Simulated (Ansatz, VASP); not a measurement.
# Nb in VASP and in Ansatz

POSCAR

```
Nb
1.0
   -1.6605680000      1.6605680000      1.6605680000
    1.6605680000     -1.6605680000      1.6605680000
    1.6605680000      1.6605680000     -1.6605680000
Nb
1
Direct
    0.0000000000      0.0000000000      0.0000000000
```

INCAR.step1

```
ALGO = Normal ; EDIFF = 1E-4
ENCUT = 520 ; GGA = PE
ISMEAR = -1 ; LASPH = True
LCHARG = False ; LREAL = False
LWAVE = True ; NBANDS = 12
NELM = 80 ; PREC = Accurate
SIGMA = 0.1
```

File INCAR.step2:

```
ALGO = Normal ; EDIFF = 1E-6
ENCUT = 520 ; ISIF = 2
ISMEAR = -1 ; ISTART = 1
LASPH = True ; LCHARG = False
LMIXTAU = True ; LREAL = False
LWAVE = False ; METAGGA = R2SCAN
NBANDS = 12 ; NELM = 80
PREC = Accurate ; SIGMA = 0.1
```

File KPOINTS:

```
k-points
0
Gamma
  8 8 8
```

Input for Ansatz:

```yaml
crystal:
  lattice:
    - [-1.660568, 1.660568, 1.660568]
    - [1.660568, -1.660568, 1.660568]
    - [1.660568, 1.660568, -1.660568]
  atoms:
    - { symbol: Nb, position: [0.0, 0.0, 0.0] }
  symmetry: { tolerance: 0.0003 }
kpoints:
  mp_grid: { grid: [8, 8, 8], shift: [0, 0, 0] }
magnetization:
  spin_polarized: false
scf:
  occupations: { method: fermi_dirac }
hamiltonian:
  pseudopotentials: { kind: paw }
  xc: r2scan
basis:
  ecutwfc: 500
output:
  forces: true
  stress: true
  eigenvalues: true
```

Alike in both runs: task single point; functional r2SCAN; k mesh 8 × 8 × 8; no spin polarisation.

|  | VASP | Ansatz |
| --- | --- | --- |
| version | VASP 6.6.1 | Ansatz 0.2.0 |
| potentials or method | VASP PAW PBE potentials, release 64 (Nb_sv) | PAW plane waves |
| plane-wave cutoff (eV) | 520 | 500 |
| occupations | fermi-dirac, width 0.1 eV | fermi-dirac |
| valence electrons in the cell | 13 | 13 |

VASP gave:

| Item | Value |
| --- | --- |
| gap on the k mesh at the Fermi level (eV) | none |
| pressure (GPa) | -2.8 |

Task: What did Ansatz give for the same quantities?

Result: gap on the k mesh at the Fermi level (eV): none; pressure (GPa): -2.6.

A gap of «none» marks a metal or a gap that the smearing closes.

Caveats: the PAW data sets were made with another functional, which shifts forces and pressure a little (VASP).
